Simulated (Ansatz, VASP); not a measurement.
**Hg: VASP beside Ansatz**

The input INCAR:

```
PREC     = Accurate       # precision mode
ENCUT    = 520            # plane-wave cutoff, eV
EDIFF    = 1E-7           # SCF threshold, eV
ISMEAR   = -1             # smearing method
SIGMA    = 0.05           # smearing width, eV
LREAL    = F              # projectors in reciprocal space
LASPH    = T              # aspherical terms in the spheres
NELM     = 60             # most SCF steps
ALGO     = Normal         # electronic algorithm
ISIF     = 2              # what is computed and relaxed
LWAVE    = F              # write WAVECAR
LCHARG   = F              # write CHGCAR
GGA      = PE             # functional
NBANDS   = 25             # bands
```

The input KPOINTS:

```
Automatic mesh
0
Gamma
  9 9 4
```

File POSCAR:

```
Hg
1.0
    3.2982715746      0.0000000000      0.0000000000
   -1.4622632241      3.0554890771      0.0000000000
   -0.9518974631     -1.3879212441      8.0661067289
Hg
3
Direct
    0.0000000000      0.0000000000      0.0000000000
    0.4139298800      0.2585777100      0.6647421900
    0.5860701200      0.7414222900      0.3352578100
```

The input input.yaml:

```yaml
crystal:
  lattice:
    - [3.2982715746, 0.0, 0.0]
    - [-1.4622632241, 3.0554890771, 0.0]
    - [-0.9518974631, -1.3879212441, 8.0661067289]
  atoms:
    - { symbol: Hg, position: [0.0, 0.0, 0.0] }
    - { symbol: Hg, position: [0.41392988, 0.25857771, 0.66474219] }
    - { symbol: Hg, position: [0.58607012, 0.74142229, 0.33525781] }
hamiltonian:
  xc: pbe
  pseudopotentials: { kind: paw }
kpoints:
  mp_grid: { grid: [9, 9, 4] }
scf:
  occupations: { method: fermi_dirac, width: 0.05 }
output:
  forces: true
  stress: true
  eigenvalues: true
```

Change from the starting cell: volume scaled by 0.98.

Alike in both runs: task single point; functional PBE; k mesh 9 × 9 × 4; occupations fermi-dirac, width 0.05 eV; no spin polarisation.

```csv
,VASP,Ansatz
version,VASP 6.6.1,Ansatz 0.2.0
potentials or method,"VASP PAW PBE potentials, release 64 (Hg)",Ansatz PAW
plane-wave cutoff (eV),520,420
valence electrons in the cell,36,60
```

|  | VASP | Ansatz | Ansatz less VASP |
| --- | --- | --- | --- |
| gap on the k mesh at the Fermi level (eV) | none | none | - |
| pressure (GPa) | 1.1 | 0.9 | -0.15 |
| largest component of the traceless stress (GPa) | 0.17 | 0.17 | 0.000 |
| rms of the force components (eV/Å) | 0.015 | 0.015 | 0.0000 |

Atom by atom the forces differ by 0.000 eV/Å (rms over components). A gap of «none» marks a metal or a gap that the smearing closes. The two sets of potentials don't hold the same shells in valence.

Spin-orbit coupling is left out, which matters for the levels of Hg.
